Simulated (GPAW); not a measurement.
The system is SiC (Moissanite).

```
CELL_PARAMETERS angstrom
3.07600 0.00000 0.00000
-1.53800 2.66389 0.00000
0.00000 0.00000 5.04800
ATOMIC_POSITIONS crystal
Si 0.66667 0.33333 0.50000
Si 0.33333 0.66667 0.00000
C 0.66667 0.33333 0.88500
C 0.33333 0.66667 0.38500
```

Base run:

* Program: GPAW 26.7.0
* Functional: vdW-DF-cx
* Potentials or basis: GPAW PAW data sets (gpaw-data 1.2.1)
* Cutoff: 800 eV
* Basis: pw
* k mesh: 9 × 9 × 5
* Occupations: fermi-dirac, width 0.05 eV
* Spin: no spin polarisation

Its results: band gap on the k mesh 2.25 eV, indirect (least direct gap 4.09 eV); largest force 0.785 eV/Å.

Q: The run is repeated on the same cell with these changes: functional from vdW-DF-cx to PBE. What comes out?

A: Band gap on the k mesh 2.31 eV, indirect (least direct gap 4.11 eV); largest force 0.770 eV/Å.

Caveats: the PAW data sets were made with another functional, which shifts forces and pressure a little (some runs).
